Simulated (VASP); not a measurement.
# Sc (Fm-3m) in VASP: settings compared

Aim: see how the results for Sc move with the level of theory and the settings. Levels: RPBE, TPSS. Tasks: single point, relaxation of the atoms.

All numbers are computed with VASP 6.6.1; they aren't measurements. Logs are shortened: lines on timing, memory, paths and dates and some standing lists are left out, and cuts for length are marked.

## 1. The crystal as given

It takes space group Fm-3m (No. 225, cubic). The conventional cell has a = 4.520 Å, b = 4.520 Å, c = 4.520 Å, α = 90.00°, β = 90.00°, γ = 90.00°. Sc (site symmetry m-3m) has 12 Sc at 3.20 Å as nearest neighbours.

This isn't the form of Sc at room conditions, which is hcp.

## 2. Single point, RPBE

File run.py:

```python
from ase.calculators.vasp import Vasp
from ase.dft.bandgap import bandgap
from ase.spacegroup import crystal

atoms = crystal(
    ['Sc'],
    basis=[[0.0, 0.0, 0.0]],
    spacegroup=225,
    setting=1,
    cellpar=[4.52, 4.52, 4.52, 90.0, 90.0, 90.0],
    primitive_cell=True,
)
calc = Vasp(
    directory='calc',
    xc='rpbe',
    pp='PBE',
    setups='materialsproject',
    prec='Accurate',
    encut=520,
    ediff=1e-06,
    ismear=0,
    sigma=0.1,
    lreal=False,
    lasph=True,
    nelm=60,
    algo='Normal',
    isif=2,
    lwave=False,
    lcharg=True,
    lelf=True,
    lvhar=True,
    kpts=[10, 10, 10],
    gamma=True,
)
atoms.calc = calc

print('energy (eV):', atoms.get_potential_energy())
print('free energy (eV):', atoms.get_potential_energy(force_consistent=True))
print('forces (eV/A):')
print(atoms.get_forces())
print('stress (eV/A^3, Voigt):', atoms.get_stress())
print('Fermi level (eV):', calc.get_fermi_level())
gap, top, bottom = bandgap(calc)
print('band gap (eV):', gap, 'from (spin, k, band)', top, 'to', bottom)
```

Potentials or basis: VASP PAW PBE potentials, release 64 (Sc_sv).

The run is started by

```sh
python run.py
```

The program printed:

```text
energy (eV): -5.8418268
free energy (eV): -5.84691695
forces (eV/A):
[[0. 0. 0.]]
stress (eV/A^3, Voigt): [-0.03818559 -0.03818559 -0.03818559 -0.         -0.         -0.        ]
Fermi level (eV): 4.24806808
band gap (eV): 0.0 from (spin, k, band) (None, None, None) to (None, None, None)
```

OUTCAR:

```text
ENCUT = 520.000000
   EDIFF = 1.00e-06
   GGA = RP
   PREC = Accurate
   ISIF = 2
   ISMEAR = 0
   NELM = 60
   LASPH = .TRUE.
   LREAL = .FALSE.

 ion  position               nearest neighbor table
   1  0.000  0.000  0.000-

  LATTYP: Found a face centered cubic cell.
 ALAT       =     4.5200000000

  Lattice vectors:

 A1 = (   0.0000000000,   2.2600000000,   2.2600000000)
 A2 = (   2.2600000000,   0.0000000000,   2.2600000000)
 A3 = (   2.2600000000,   2.2600000000,   0.0000000000)

Analysis of symmetry for initial positions (statically):
=====================================================================
 Subroutine PRICEL returns:
 Original cell was already a primitive cell.

 Routine SETGRP: Setting up the symmetry group for a
 face centered cubic supercell.

 Subroutine GETGRP returns: Found 48 space group operations
 (whereof 48 operations were pure point group operations)
 out of a pool of 48 trial point group operations.

The static configuration has the point symmetry O_h .

Analysis of symmetry for dynamics (positions and initial velocities):
=====================================================================
 Subroutine PRICEL returns:
 Original cell was already a primitive cell.

 Routine SETGRP: Setting up the symmetry group for a
 face centered cubic supercell.

 Subroutine GETGRP returns: Found 48 space group operations
 (whereof 48 operations were pure point group operations)
 out of a pool of 48 trial point group operations.

The dynamic configuration has the point symmetry O_h .

 Subroutine INISYM returns: Found 48 space group operations
 (whereof 48 operations are pure point group operations),
 and found     1 'primitive' translations

----------------------------------------------------------------------------------------

                                     Primitive cell

  volume of cell :      23.0864

  direct lattice vectors                    reciprocal lattice vectors
     0.000000000  2.260000000  2.260000000    -0.221238938  0.221238938  0.221238938
     2.260000000  0.000000000  2.260000000     0.221238938 -0.221238938  0.221238938
     2.260000000  2.260000000  0.000000000     0.221238938  0.221238938 -0.221238938

  length of vectors
     3.196122651  3.196122651  3.196122651     0.383197081  0.383197081  0.383197081

  position of ions in fractional coordinates (direct lattice)
     0.000000000  0.000000000  0.000000000

  ion indices of the primitive-cell ions
   primitive index   ion index
                 1           1

----------------------------------------------------------------------------------------

 KPOINTS: KPOINTS created by Atomic Simulation Env

Automatic generation of k-mesh.
 Grid dimensions read from file:
 generate k-points for:   10   10   10

 Generating k-lattice:

  Cartesian coordinates                     Fractional coordinates (reciprocal lattice)
    -0.022123894  0.022123894  0.022123894     0.100000000  0.000000000  0.000000000
     0.022123894 -0.022123894  0.022123894     0.000000000  0.100000000  0.000000000
     0.022123894  0.022123894 -0.022123894     0.000000000  0.000000000  0.100000000

  Length of vectors
     0.038319708  0.038319708  0.038319708

  Shift w.r.t. Gamma in fractional coordinates (k-lattice)
     0.000000000  0.000000000  0.000000000

 Subroutine IBZKPT returns following result:
 ===========================================

 Found     47 irreducible k-points:

 Following reciprocal coordinates:
            Coordinates               Weight
  0.000000  0.000000  0.000000      1.000000
  0.100000  0.000000  0.000000      8.000000
  0.200000  0.000000  0.000000      8.000000
  0.300000  0.000000  0.000000      8.000000
  0.400000  0.000000  0.000000      8.000000
  0.500000  0.000000  0.000000      4.000000
[... 39 lines left out ...]
 -0.300000  0.400000  0.200000     24.000000
 -0.300000  0.500000  0.200000     12.000000
   k-points           NKPTS =     47   k-points in BZ     NKDIM =     47   number of bands    NBANDS=      9
   number of dos      NEDOS =    301   number of ions     NIONS =      1
   total plane-waves  NPLWV =  13824
   dimension x,y,z NGX =    24 NGY =   24 NGZ =   24
   dimension x,y,z NGXF=    48 NGYF=   48 NGZF=   48
   ions per type =               1
   NGX,Y,Z   is equivalent  to a cutoff of  12.48, 12.48, 12.48 a.u.
   NGXF,Y,Z  is equivalent  to a cutoff of  24.97, 24.97, 24.97 a.u.
 SYSTEM =  unknown system
   PREC   = accura    normal or accurate (medium, high low for compatibility)
   ISTART =      0    job   : 0-new  1-cont  2-samecut
   ICHARG =      2    charge: 1-file 2-atom 10-const
   ISPIN  =      1    spin polarized calculation?
   LNONCOLLINEAR =      F non collinear calculations
   LSORBIT =      F    spin-orbit coupling
   LASPH  =      T    aspherical Exc in radial PAW
   ENCUT  =  520.0 eV  38.22 Ry    6.18 a.u.   5.94  5.94  5.94*2*pi/ulx,y,z
   NELM   =     60;   NELMIN=  2; NELMDL= -5     # of ELM steps
   EDIFF  = 0.1E-05   stopping-criterion for ELM
   LREAL  =      F    real-space projection
   EDIFFG = 0.1E-04   stopping-criterion for IOM
   NSW    =      0    number of steps for IOM
   IBRION =     -1    ionic relax: 0-MD 1-quasi-New 2-CG
   NFREE  =      0    steps in history (QN), initial steepest desc. (CG)
   ISIF   =      2    stress and relaxation
   ISYM   =      2    0-nonsym 1-usesym 2-fastsym
   POTIM  = 0.5000    time-step for ionic-motion
   TEBEG  =    0.0;   TEEND  =   0.0 temperature during run
   PSTRESS=    0.0 pullay stress
   NELECT =      11.0000    total number of electrons
   NUPDOWN=      -1.0000    fix difference up-down
   EMIN   =  10.00;   EMAX   =-10.00  energy-range for DOS
   EFERMI =   0.00;   METHOD = LEGACY
   ISMEAR =     0;   SIGMA  =   0.10  broadening in eV -4-tet -1-fermi 0-gaus
   EFERMI_NEDOS =   21; number of points for ismear=-14 and -15
   IALGO  =     38    algorithm
   IMIX   =      4    mixing-type and parameters
     AMIX     =   0.40;   BMIX     =  1.00
     AMIX_MAG =   1.60;   BMIX_MAG =  1.00
  volume/ion in A,a.u.               =      23.09       155.79
  Fermi-wavevector in a.u.,A,eV,Ry     =   1.278657  2.416311 22.245021  1.634963
  Thomas-Fermi vector in A             =   2.411187
   LORBIT       =      0    0 simple, 1 ext, 2 COOP (PROOUT), +10 PAW based schemes
   GGA     = RP    functional components
   LHFCALC =     F    Hartree Fock is set to
   AEXX    =    0.0000 exact exchange contribution
   IVDW    =     0    specifies the selected vdW correction
   LEPSILON=     F    determine dielectric tensor
   LRPA    =     F    only Hartree local field effects (RPA)
 non-spin polarized calculation
 Gauss-broadening in eV      SIGMA  =   0.10
  energy-cutoff  :      520.00
  volume of cell :       23.09
 maximum number of plane-waves:       636
   NGX = 11   NGY = 11   NGZ = 11

 number of electron      11.0000000 magnetization

 Free energy of the ion-electron system (eV)
  ---------------------------------------------------
  ext. energy  EPLUGINS =         0.00000000
  ---------------------------------------------------
  free energy    TOTEN  =        -5.84691695 eV

  energy without entropy =       -5.83673665  energy(sigma->0) =       -5.84182680

 E-fermi :   4.2481     XC(G=0): -10.0202

 val. band max:        4.2440162375   @ k =  -0.4000   0.4000   0.2000
 cond. band min:       4.2935934322   @ k =   0.4000   0.2000   0.0000
 fundamental gap:      0.0495771947
 Fermi energy:         4.2480680839

 k-point     1 :       0.0000    0.0000    0.0000
  band No.  band energies     occupation
      1     -45.1463      2.00000
      2     -23.4580      2.00000
      3     -23.4580      2.00000
      4     -23.4580      2.00000
      5      -1.0657      2.00000
      6       5.9435      0.00000
      7       5.9435      0.00000
      8       5.9435      0.00000
      9       7.4463      0.00000
[... 457 lines left out ...]
 k-point    40 :      -0.2000    0.3000    0.1000
  band No.  band energies     occupation
      1     -45.0669      2.00000
      2     -23.8110      2.00000
      3     -23.6566      2.00000
      4     -23.5383      2.00000
      5       2.5204      2.00000
      6       4.4794      0.00107
      7       4.9553      0.00000
      8       6.8233      0.00000
      9       7.4590      0.00000

 [... further k-points ...]

------------------------ aborting loop because EDIFF is reached ----------------------------------------

  FORCE on cell =-STRESS in cart. coord.  units (eV):
  Direction    XX          YY          ZZ          XY          YZ          ZX
  --------------------------------------------------------------------------------------
  -------------------------------------------------------------------------------------
  Total        0.8815656      0.8815656      0.8815656     -0.0000000     -0.0000000      0.0000000
  in kB       61.1800613     61.1800613     61.1800613     -0.0000000     -0.0000000      0.0000000
  external PRESSURE =      61.1800613 kB  Pullay stress =       0.0000000 kB

 VOLUME and BASIS-vectors are now :
 -----------------------------------------------------------------------------
  energy-cutoff  :      520.00
  volume of cell :       23.09
      direct lattice vectors                 reciprocal lattice vectors
     0.000000000  2.260000000  2.260000000    -0.221238938  0.221238938  0.221238938
     2.260000000  0.000000000  2.260000000     0.221238938 -0.221238938  0.221238938
     2.260000000  2.260000000  0.000000000     0.221238938  0.221238938 -0.221238938

 POSITION                                       TOTAL-FORCE (eV/Angst)
 -----------------------------------------------------------------------------------
      0.00000      0.00000      0.00000         0.000000      0.000000      0.000000
 -----------------------------------------------------------------------------------
    total drift:                               -0.000000      0.000000     -0.000000

  FREE ENERGIE OF THE ION-ELECTRON SYSTEM (eV)
  ---------------------------------------------------
  free  energy   TOTEN  =        -5.8469169476 eV

  energy  without entropy=       -5.8367366537  energy(sigma->0) =       -5.84182680
```

INCAR:

```text
ENCUT = 520.000000
SIGMA = 0.100000
EDIFF = 1.00e-06
ALGO = Normal
GGA = RP
PREC = Accurate
ISIF = 2
ISMEAR = 0
NELM = 60
LASPH = .TRUE.
LCHARG = .TRUE.
LELF = .TRUE.
LVHAR = .TRUE.
LWAVE = .FALSE.
LREAL = .FALSE.
```

It took 7.2 s on 1 thread of AMD EPYC 9R45 (Zen 5), shared host; peak memory 0.11 GiB.

What came out:

* Free energy: -5.8469 eV
* Pressure: 6.1 GPa
* Band gap on the k mesh: none (metal or under the smearing width)

Caveat: the PAW data sets were made with another functional, which shifts forces and pressure a little.

## 3. Relaxation of the atoms, TPSS (cell strained at random at fixed volume)

File run.py:

```python
from ase.calculators.vasp import Vasp
from ase.io import read
from ase.optimize import LBFGS

atoms = read('Sc.cif')
calc = Vasp(
    directory='calc',
    xc='tpss',
    pp='PBE',
    setups='recommended',
    prec='Accurate',
    encut=520,
    ediff=1e-07,
    ismear=-1,
    sigma=0.1,
    lreal=False,
    lasph=True,
    nelm=80,
    algo='Normal',
    isif=2,
    lwave=False,
    lcharg=False,
    lmixtau=True,
    kpts=[10, 10, 10],
    gamma=True,
)
atoms.calc = calc
opt = LBFGS(atoms, trajectory='relax.traj')
converged = opt.run(fmax=0.01, steps=40)
print('converged:', converged)

print('energy (eV):', atoms.get_potential_energy())
print('free energy (eV):', atoms.get_potential_energy(force_consistent=True))
print('forces (eV/A):')
print(atoms.get_forces())
print('stress (eV/A^3, Voigt):', atoms.get_stress())
print('Fermi level (eV):', calc.get_fermi_level())
print('cell (A, degrees):', atoms.cell.cellpar())
print('volume (A^3):', atoms.get_volume())
print('scaled positions:')
print(atoms.get_scaled_positions())
```

File Sc.cif:

```cif
data_Sc
_cell_length_a 3.23101085
_cell_length_b 3.20362466
_cell_length_c 3.13915339
_cell_angle_alpha 61.04500574
_cell_angle_beta 59.92246287
_cell_angle_gamma 59.70978898
_space_group_name_H-M_alt 'P1'
_space_group_name_Hall 'P 1'
_space_group_IT_number 1
loop_
_space_group_symop_operation_xyz
'x,y,z'
loop_
_atom_site_label
_atom_site_type_symbol
_atom_site_symmetry_multiplicity
_atom_site_Wyckoff_symbol
_atom_site_fract_x
_atom_site_fract_y
_atom_site_fract_z
_atom_site_occupancy
Sc1 Sc 1 a 0.0069330000 -0.0063700000 -0.0024240000 1
```

Potentials or basis: VASP PAW PBE potentials, release 64 (Sc_sv).

The run is started by

```sh
python run.py
```

Run time: 7.7 min. Hardware: 1 thread of AMD EPYC 9R45 (Zen 5), shared host; peak memory 0.2 GiB.

It converged, with:

- Free energy: -13.0824 eV
- Pressure after relaxing: 2.8 GPa
- Band gap on the k mesh: none (metal or under the smearing width)

Stress tensor (GPa, compression positive):
```
2.49 0.20 0.38
0.20 2.34 0.50
0.38 0.50 3.64
```

Final structure:
```
Sc
1.0
     3.23101    0.00000    0.00000
     1.61584    2.76627    0.00000
     1.57325    0.84103    2.58299
Sc
1
Direct
  0.00693 0.99363 0.99758
```

Levels at points of the mesh, in eV from the Fermi level:
```tsv
k point	band 2	band 3	band 4	band 5	band 6	band 7	band 8	band 9
(0.00, 0.00, 0.00)	-28.05	-28.05	-28.04	-5.34	1.60	1.66	1.90	3.14
(0.50, 0.00, 0.00)	-28.52	-28.11	-28.09	-1.86	0.24	1.43	1.80	4.18
(0.00, 0.50, 0.00)	-28.52	-28.11	-28.09	-1.87	0.22	1.43	1.82	4.23
(0.50, 0.50, 0.00)	-28.49	-28.22	-28.19	-1.69	-0.67	1.88	4.25	4.43
(0.00, 0.00, 0.50)	-28.54	-28.12	-28.11	-1.81	0.41	1.50	1.64	4.18
(0.50, 0.00, 0.50)	-28.50	-28.23	-28.19	-1.68	-0.70	2.08	4.23	4.39
(0.00, 0.50, 0.50)	-28.50	-28.24	-28.22	-1.65	-0.76	2.41	4.24	4.46
(0.50, 0.50, 0.50)	-28.53	-28.12	-28.10	-1.83	0.34	1.51	1.68	4.15
```

Caveat: the relaxation stopped at its first step, so nothing moved; the PAW data sets were made with another functional, which shifts forces and pressure a little.
